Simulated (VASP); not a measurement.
# Sb (R-3m) in VASP: further runs

One crystal, Sb, is run at these levels: PBE, LDA, PBE+D3(BJ); tasks: relaxation of shape and atoms at fixed volume, relaxation of cell and atoms.

Everything below comes from runs of VASP 6.6.1. Logs are shortened: lines on timing, memory, paths and dates and some standing lists are left out, and cuts for length are marked.

## 1. The crystal as given

It takes space group R-3m (No. 166, trigonal). Conventional cell: a = 4.308 Å, b = 4.308 Å, c = 11.274 Å, α = 90.00°, β = 90.00°, γ = 120.00°. Sb (site symmetry 3m) is surrounded by 3 Sb at 2.91 Å.

## 2. Relaxation of shape and atoms at fixed volume, PBE (a relaxed cell with its volume scaled by 1.04)

Contents of INCAR:

```
SYSTEM = Sb
ALGO = Normal
EDIFF = 1E-7
EDIFFG = -0.01
ENCUT = 300
GGA = PE
IBRION = 2
ISIF = 4
ISMEAR = 1
LASPH = .TRUE.
LCHARG = .FALSE.
LREAL = .FALSE.
LWAVE = .FALSE.
NELM = 80
NSW = 40
PREC = Accurate
SIGMA = 0.1
```

Contents of KPOINTS:

```
k-points
0
G
  6 6 5
  0 0 0
```

Contents of POSCAR:

```
Sb                                      
1.0
    2.2189369931      1.2811038703      3.8857356856
   -2.2189369931      1.2811038703      3.8857356856
    0.0000000000     -2.5622077405      3.8857356856
  Sb            
     2
Direct
     0.2327211414259907    0.2327211414259907    0.2327211414259907
     0.7672788585740093    0.7672788585740093    0.7672788585740093
```

Potentials or basis: VASP PAW PBE potentials, release 64 (Sb).

Run with:

```console
cat potpaw_PBE.64/Sb/POTCAR > POTCAR
mpirun -np 1 vasp_std > vasp.out
```

OUTCAR:

```text
SYSTEM = Sb
   EDIFF = 1E-7
   EDIFFG = -0.01
   ENCUT = 300
   GGA = PE
   IBRION = 2
   ISIF = 4
   ISMEAR = 1
   LASPH = .TRUE.
   LREAL = .FALSE.
   NELM = 80
   NSW = 40
   PREC = Accurate

 ion  position               nearest neighbor table
   1  0.233  0.233  0.233-   2 2.99   2 2.99   2 2.99   2 3.47   2 3.47   2 3.47
   2  0.767  0.767  0.767-   1 2.99   1 2.99   1 2.99   1 3.47   1 3.47   1 3.47

  LATTYP: Found a trigonal (rhomboedric) cell.
 ALAT       =     4.6544441477
 COS(alpha) =     0.5454472492

  Lattice vectors:

 A1 = (   2.2189369931,   1.2811038703,   3.8857356856)
 A2 = (  -2.2189369931,   1.2811038703,   3.8857356856)
 A3 = (   0.0000000000,  -2.5622077405,   3.8857356856)

Analysis of symmetry for initial positions (statically):
=====================================================================
 Subroutine PRICEL returns:
 Original cell was already a primitive cell.

 Routine SETGRP: Setting up the symmetry group for a
 trigonal (rhombohedral) supercell.

 Subroutine GETGRP returns: Found 12 space group operations
 (whereof 12 operations were pure point group operations)
 out of a pool of 12 trial point group operations.

The static configuration has the point symmetry D_3d.

Analysis of symmetry for dynamics (positions and initial velocities):
=====================================================================
 Subroutine PRICEL returns:
 Original cell was already a primitive cell.

 Routine SETGRP: Setting up the symmetry group for a
 trigonal (rhombohedral) supercell.

 Subroutine GETGRP returns: Found 12 space group operations
 (whereof 12 operations were pure point group operations)
 out of a pool of 12 trial point group operations.

The dynamic configuration has the point symmetry D_3d.

 Subroutine INISYM returns: Found 12 space group operations
 (whereof 12 operations are pure point group operations),
 and found     1 'primitive' translations

----------------------------------------------------------------------------------------

                                     Primitive cell

  volume of cell :      66.2756

  direct lattice vectors                    reciprocal lattice vectors
     2.218936993  1.281103870  3.885735686     0.225333122  0.130096139  0.085783841
    -2.218936993  1.281103870  3.885735686    -0.225333122  0.130096139  0.085783841
     0.000000000 -2.562207740  3.885735686     0.000000000 -0.260192277  0.085783841

  length of vectors
[... 119 lines left out ...]
   ISMEAR =     1;   SIGMA  =   0.10  broadening in eV -4-tet -1-fermi 0-gaus
   EFERMI_NEDOS =   21; number of points for ismear=-14 and -15
   IALGO  =     38    algorithm
   IMIX   =      4    mixing-type and parameters
     AMIX     =   0.40;   BMIX     =  1.00
     AMIX_MAG =   1.60;   BMIX_MAG =  1.00
  volume/ion in A,a.u.               =      33.14       223.62
  Fermi-wavevector in a.u.,A,eV,Ry     =   0.871546  1.646983 10.334878  0.759592
  Thomas-Fermi vector in A             =   1.990669
   LORBIT       =      0    0 simple, 1 ext, 2 COOP (PROOUT), +10 PAW based schemes
   GGA     = PE    functional components
   LHFCALC =     F    Hartree Fock is set to
   AEXX    =    0.0000 exact exchange contribution
   IVDW    =     0    specifies the selected vdW correction
   LEPSILON=     F    determine dielectric tensor
   LRPA    =     F    only Hartree local field effects (RPA)
 conjugate gradient relaxation of ions
 non-spin polarized calculation
 Methfessel and Paxton  Order N= 1 SIGMA  =   0.10
  energy-cutoff  :      300.00
  volume of cell :       66.28
 maximum number of plane-waves:       792
 NGX is ok and might be reduce to    28
   NGX = 13   NGY = 13   NGZ = 13

--------------------------------------- Ionic step        1  -------------------------------------------

 number of electron      10.0000000 magnetization

 Free energy of the ion-electron system (eV)
  ---------------------------------------------------
  ext. energy  EPLUGINS =         0.00000000
  ---------------------------------------------------
  free energy    TOTEN  =        -8.26269897 eV

  energy without entropy =       -8.26220086  energy(sigma->0) =       -8.26253294

------------------------ aborting loop because EDIFF is reached ----------------------------------------

  FORCE on cell =-STRESS in cart. coord.  units (eV):
  Direction    XX          YY          ZZ          XY          YZ          ZX
  --------------------------------------------------------------------------------------
  -------------------------------------------------------------------------------------
  Total       -0.8094239     -0.8094239     -0.6350555      0.0000000     -0.0000000      0.0000000
  in kB      -19.5673855    -19.5673855    -15.3521232      0.0000000     -0.0000000      0.0000000
  external PRESSURE =     -18.1622980 kB  Pullay stress =       0.0000000 kB
[... 167 lines left out ...]
--------------------------------------- Ionic step        6  -------------------------------------------

 number of electron       9.9999999 magnetization

 Free energy of the ion-electron system (eV)
  ---------------------------------------------------
  ext. energy  EPLUGINS =         0.00000000
  ---------------------------------------------------
  free energy    TOTEN  =        -8.26830312 eV

  energy without entropy =       -8.26782558  energy(sigma->0) =       -8.26814394

 E-fermi :   6.1432     XC(G=0):  -9.1223

 val. band max:        6.1276666600   @ k =   0.3333   0.1667   0.2000
 cond. band min:       6.3987802871   @ k =  -0.0000  -0.0000   0.4000
 fundamental gap:      0.2711136271
 Fermi energy:         6.1432085615

 k-point     1 :       0.0000    0.0000    0.0000
  band No.  band energies     occupation
      1      -5.9242      2.00000
      2       0.9381      2.00000
      3       4.2845      2.00000
      4       4.5627      2.00000
      5       4.5627      2.00000
      6       7.9456     -0.00000
      7       8.6533      0.00000
      8       8.6533      0.00000
      9      11.5006      0.00000
[... 265 lines left out ...]
 k-point    24 :      -0.1667    0.1667    0.2000
  band No.  band energies     occupation
      1      -4.8016      2.00000
      2      -1.3576      2.00000
      3       3.3973      2.00000
      4       3.7885      2.00000
      5       4.0778      2.00000
      6       7.7765     -0.00000
      7       8.0486     -0.00000
      8       8.8724      0.00000
      9      10.4270      0.00000

 [... further k-points ...]
[... 5 lines left out ...]
  --------------------------------------------------------------------------------------
  -------------------------------------------------------------------------------------
  Total       -0.4629873     -0.4629873     -0.4588689     -0.0000000     -0.0000000      0.0000000
  in kB      -11.1924678    -11.1924678    -11.0929072     -0.0000000     -0.0000000      0.0000000
  external PRESSURE =     -11.1592809 kB  Pullay stress =       0.0000000 kB
[... 17 lines left out ...]
  FREE ENERGIE OF THE ION-ELECTRON SYSTEM (eV)
  ---------------------------------------------------
  free  energy   TOTEN  =        -8.2683031195 eV

  energy  without entropy=       -8.2678255828  energy(sigma->0) =       -8.26814394

 reached required accuracy - stopping structural energy minimisation
```

OSZICAR:

```text
N       E                     dE             d eps       ncg     rms          rms(c)
DAV:   1     0.236982059792E+02    0.23698E+02   -0.26831E+03   990   0.551E+02
DAV:   2    -0.728434257910E+01   -0.30983E+02   -0.30094E+02  1462   0.982E+01
DAV:   3    -0.825370175125E+01   -0.96936E+00   -0.96840E+00  1224   0.214E+01
[... 42 lines left out ...]
DAV:   2    -0.826832592305E+01    0.46980E-04   -0.32904E-04  1024   0.135E-01    0.265E-02
DAV:   3    -0.826830237438E+01    0.23549E-04   -0.12070E-04  1173   0.634E-02    0.534E-03
DAV:   4    -0.826830294712E+01   -0.57274E-06   -0.89048E-06  1021   0.226E-02    0.347E-03
DAV:   5    -0.826830306852E+01   -0.12140E-06   -0.69861E-07  1094   0.602E-03    0.119E-03
DAV:   6    -0.826830311948E+01   -0.50962E-07   -0.41727E-08   506   0.151E-03
   6 F= -.82683031E+01 E0= -.82681439E+01  d E =-.511909E-03
```

CONTCAR:

```text
Sb
   1.00000000000000
     2.2033104141033943    1.2720818607099458    3.9410488913270996
    -2.2033104141033943    1.2720818607099458    3.9410488913270996
     0.0000000000000000   -2.5441637213272474    3.9410488913292960
  Sb
     2
Direct
     0.2307387571174981    0.2307387571174981    0.2307387571174996
     0.7692612428825019    0.7692612428825019    0.7692612428825005

  0.00000000E+00  0.00000000E+00  0.00000000E+00
  0.00000000E+00  0.00000000E+00  0.00000000E+00
```

Run time: 35 s. Hardware: 1 thread of Intel Xeon Platinum 8488C (Sapphire Rapids), shared host; peak memory 0.15 GiB.

What came out:

```yaml
Free_energy: -8.2683 eV
Energy_gained_by_relaxing: 2.8 meV/atom
Ionic_steps: 6
Pressure_after_relaxing: -1.1 GPa
Band_gap_on_the_k_mesh: none (metal or under the smearing width)
```

Step by step:
```
step  energy change (eV)  largest force (eV/Å)  pressure (GPa)
   1              0.0000                0.1819           -1.82
   2             -0.0030                0.1093           -1.59
   3             -0.0051                0.0161           -1.22
   4             -0.0051                0.0238           -1.19
   5             -0.0055                0.0119           -1.15
   6             -0.0056                0.0014           -1.12
```

Final structure:
```yaml
crystal:
  lattice:
    - [2.20331, 1.27208, 3.94105]
    - [-2.20331, 1.27208, 3.94105]
    - [0.00000, -2.54416, 3.94105]
  atoms:
    - { symbol: Sb, position: [0.23074, 0.23074, 0.23074] }
    - { symbol: Sb, position: [0.76926, 0.76926, 0.76926] }
```

The run has no spin-orbit coupling, so splittings on Sb are missing.

## 3. Relaxation of shape and atoms at fixed volume, PBE (a relaxed cell with its volume scaled by 1.06)

INCAR is that of step 2.

KPOINTS is that of step 2.

Contents of POSCAR:

```
Sb                                      
1.0
    2.2330707308      1.2892639876      3.9104862617
   -2.2330707308      1.2892639876      3.9104862617
    0.0000000000     -2.5785279750      3.9104862617
  Sb            
     2
Direct
     0.2327211414259907    0.2327211414259907    0.2327211414259907
     0.7672788585740093    0.7672788585740093    0.7672788585740093
```

Potentials or basis: VASP PAW PBE potentials, release 64 (Sb).

Run with:

```console
cat potpaw_PBE.64/Sb/POTCAR > POTCAR
mpirun -np 1 vasp_std > vasp.out
```

OUTCAR:

```text
SYSTEM = Sb
   EDIFF = 1E-7
   EDIFFG = -0.01
   ENCUT = 300
   GGA = PE
   IBRION = 2
   ISIF = 4
   ISMEAR = 1
   LASPH = .TRUE.
   LREAL = .FALSE.
   NELM = 80
   NSW = 40
   PREC = Accurate

 ion  position               nearest neighbor table
   1  0.233  0.233  0.233-   2 3.01   2 3.01   2 3.01   2 3.50   2 3.50   2 3.50
   2  0.767  0.767  0.767-   1 3.01   1 3.01   1 3.01   1 3.50   1 3.50   1 3.50

  LATTYP: Found a trigonal (rhomboedric) cell.
 ALAT       =     4.6840910881
 COS(alpha) =     0.5454472492

  Lattice vectors:

 A1 = (   2.2330707308,   1.2892639876,   3.9104862617)
 A2 = (  -2.2330707308,   1.2892639876,   3.9104862617)
 A3 = (   0.0000000000,  -2.5785279750,   3.9104862617)

Analysis of symmetry for initial positions (statically):
=====================================================================
 Subroutine PRICEL returns:
 Original cell was already a primitive cell.

 Routine SETGRP: Setting up the symmetry group for a
 trigonal (rhombohedral) supercell.

 Subroutine GETGRP returns: Found 12 space group operations
 (whereof 12 operations were pure point group operations)
 out of a pool of 12 trial point group operations.

The static configuration has the point symmetry D_3d.

[... 193 lines left out ...]
  Total       -1.1739815     -1.1739815     -0.9168887     -0.0000000     -0.0000000      0.0000000
  in kB      -27.8448892    -27.8448892    -21.7470749     -0.0000000     -0.0000000      0.0000000
  external PRESSURE =     -25.8122845 kB  Pullay stress =       0.0000000 kB
[... 167 lines left out ...]
--------------------------------------- Ionic step        6  -------------------------------------------

 number of electron      10.0000001 magnetization

 Free energy of the ion-electron system (eV)
  ---------------------------------------------------
  ext. energy  EPLUGINS =         0.00000000
  ---------------------------------------------------
  free energy    TOTEN  =        -8.25787323 eV

  energy without entropy =       -8.25738413  energy(sigma->0) =       -8.25771020

 E-fermi :   5.9361     XC(G=0):  -9.0350

 val. band max:        5.8981868733   @ k =   0.3333   0.1667   0.2000
 cond. band min:       5.9458631585   @ k =   0.1667   0.1667   0.4000
 fundamental gap:      0.0476762852
 Fermi energy:         5.9361367608

 k-point     1 :       0.0000    0.0000    0.0000
  band No.  band energies     occupation
      1      -6.0352      2.00000
      2       0.6417      2.00000
      3       4.0773      2.00000
      4       4.3997      2.00000
      5       4.3997      2.00000
      6       7.6376     -0.00000
      7       8.3864      0.00000
      8       8.3864      0.00000
      9      11.3784      0.00000
[... 265 lines left out ...]
 k-point    24 :      -0.1667    0.1667    0.2000
  band No.  band energies     occupation
      1      -4.9282      2.00000
      2      -1.5622      2.00000
      3       3.2270      2.00000
      4       3.5992      2.00000
      5       3.9103      2.00000
      6       7.4813     -0.00000
      7       7.7976     -0.00000
      8       8.6388      0.00000
      9      10.2605      0.00000

 [... further k-points ...]
[... 5 lines left out ...]
  --------------------------------------------------------------------------------------
  -------------------------------------------------------------------------------------
  Total       -0.6356873     -0.6356873     -0.6331165      0.0000000     -0.0000000      0.0000000
  in kB      -15.0774457    -15.0774457    -15.0164712      0.0000000     -0.0000000      0.0000000
  external PRESSURE =     -15.0571209 kB  Pullay stress =       0.0000000 kB
[... 17 lines left out ...]
  FREE ENERGIE OF THE ION-ELECTRON SYSTEM (eV)
  ---------------------------------------------------
  free  energy   TOTEN  =        -8.2578732325 eV

  energy  without entropy=       -8.2573841291  energy(sigma->0) =       -8.25771020

 reached required accuracy - stopping structural energy minimisation
```

CONTCAR:

```text
Sb
   1.00000000000000
     2.2071177069222543    1.2742800022741632    4.0029920998348221
    -2.2071177069222543    1.2742800022741632    4.0029920998348221
     0.0000000000000000   -2.5485600043707732    4.0029920998414852
  Sb
     2
Direct
     0.2297389390638356    0.2297389390638356    0.2297389390638432
     0.7702610609361645    0.7702610609361645    0.7702610609361566

  0.00000000E+00  0.00000000E+00  0.00000000E+00
  0.00000000E+00  0.00000000E+00  0.00000000E+00
```

Run time: 37 s. Hardware: 1 thread of Intel Xeon Platinum 8488C (Sapphire Rapids), shared host; peak memory 0.15 GiB.

Results:

```
Free energy               : -8.2579 eV
Energy gained by relaxing : 6.3 meV/atom
Ionic steps               : 6
Pressure after relaxing   : -1.5 GPa
Band gap on the k mesh    : none (metal or under the smearing width)
```

The path:
```
step  energy change (eV)  largest force (eV/Å)  pressure (GPa)
   1              0.0000                0.2622           -2.58
   2             -0.0065                0.1627           -2.28
   3             -0.0112                0.0104           -1.75
   4             -0.0113                0.0398           -1.66
   5             -0.0123                0.0213           -1.58
   6             -0.0127                0.0013           -1.51
```

Final structure:
```xyz
2
Lattice="2.2071 1.2743 4.0030 -2.2071 1.2743 4.0030 0.0000 -2.5486 4.0030" Properties=species:S:1:pos:R:3 pbc="T T T"
Sb    0.0000    0.0000    2.7589
Sb    0.0000    0.0000    9.2500
```

Levels at points of the mesh, in eV from the Fermi level:
```tsv
k point	band 1	band 2	band 3	band 4	band 5	band 6	band 7	band 8	band 9
(0.00, 0.00, 0.00)	-11.97	-5.29	-1.86	-1.54	-1.54	1.70	2.45	2.45	5.44
(0.50, 0.00, 0.00)	-9.94	-9.08	-1.92	-1.90	-0.27	-0.18	0.38	0.97	7.17
(0.50, 0.50, 0.00)	-9.97	-7.97	-4.67	-3.22	-3.14	1.69	4.39	5.31	5.98
```

Spin-orbit coupling is left out, which matters for the levels of Sb.

## 4. Relaxation of cell and atoms, LDA

Contents of INCAR:

```
PREC = Accurate ; ENCUT = 600
EDIFF = 1E-6 ; ISMEAR = 1
SIGMA = 0.1 ; LREAL = False
LASPH = True ; NELM = 80
ALGO = Normal ; ISIF = 3
LWAVE = False ; LCHARG = False
IBRION = 2 ; NSW = 90
EDIFFG = -0.01
```

Contents of KPOINTS:

```
Automatic mesh
0
Gamma
  12 12 10
```

Contents of POSCAR:

```
Sb
1.0
    2.1542000000      1.2437279499      3.7580000000
   -2.1542000000      1.2437279499      3.7580000000
    0.0000000000     -2.4874558998      3.7580000000
Sb
2
Direct
    0.2334900000      0.2334900000      0.2334900000
    0.7665100000      0.7665100000      0.7665100000
```

Potentials or basis: VASP PAW LDA potentials, release 64 (Sb).

Run with:

```console
cat potpaw_LDA.64/Sb/POTCAR > POTCAR
mpirun -np 1 vasp_std > vasp.out
```

It took 9.9 min on 1 thread of AMD EPYC 7R13 (Zen 3), shared host; peak memory 0.33 GiB.

The run converged. Its results:

```
Free energy                            : -9.6265 eV
Relaxed volume                         : 29.20 Å³/atom
Relaxed cell                           : a = 4.412 Å, b = 4.412 Å, c = 4.412 Å, α = 58.33°, β = 58.33°, γ = 58.33°
Space group after relaxing (to 0.05 Å) : R-3m (No. 166)
Energy gained by relaxing              : 6.1 meV/atom
Ionic steps                            : 9
Pressure after relaxing                : 0.0 GPa
Largest force after relaxing           : 0.005 eV/Å
Band gap on the k mesh                 : none (metal or under the smearing width)
```

Forces on the atoms (eV/Å):
```
Sb   0.000  0.000  0.005
Sb   0.000  0.000 -0.005
```

Step by step:
| step | energy change (eV) | largest force (eV/Å) | pressure (GPa) | volume (Å³) |
| --- | --- | --- | --- | --- |
| 1 | 0.0000 | 0.1250 | -0.90 | 60.41 |
| 2 | -0.0050 | 0.2004 | 0.38 | 58.94 |
| 3 | -0.0050 | 0.1980 | 0.34 | 58.99 |
| 4 | -0.0096 | 0.1078 | 0.23 | 58.69 |
| 5 | -0.0120 | 0.0157 | 0.14 | 58.23 |
| 6 | -0.0120 | 0.0114 | 0.14 | 58.24 |
| 7 | -0.0122 | 0.0157 | -0.16 | 58.54 |
| 8 | -0.0122 | 0.0145 | -0.07 | 58.45 |
| 9 | -0.0123 | 0.0048 | 0.00 | 58.40 |

Final structure:
```xyz
2
Lattice="2.1499 1.2413 3.6473 -2.1499 1.2413 3.6473 0.0000 -2.4825 3.6473" Properties=species:S:1:pos:R:3 pbc="T T T"
Sb    0.0000    0.0000    2.5900
Sb    0.0000    0.0000    8.3520
```

Levels at points of the mesh, in eV from the Fermi level:
| k point | band 1 | band 2 | band 3 | band 4 | band 5 | band 6 | band 7 | band 8 | band 9 |
| --- | --- | --- | --- | --- | --- | --- | --- | --- | --- |
| (0.00, 0.00, 0.00) | -12.84 | -4.61 | -1.93 | -1.79 | -1.79 | 2.46 | 2.92 | 2.92 | 4.97 |
| (0.50, 0.00, 0.00) | -10.36 | -9.77 | -1.67 | -1.49 | -0.26 | -0.11 | 0.28 | 0.29 | 7.97 |
| (0.50, 0.50, 0.00) | -10.36 | -7.86 | -5.63 | -3.78 | -3.74 | 1.66 | 5.19 | 5.56 | 7.29 |
| (0.50, 0.50, 0.50) | -11.01 | -9.22 | -1.19 | -1.19 | -0.40 | -0.04 | -0.04 | 0.99 | 7.43 |

The run has no spin-orbit coupling, so splittings on Sb are missing. LDA usually gives volumes a few per cent too small.

(Part 1 of 2 ends here.)
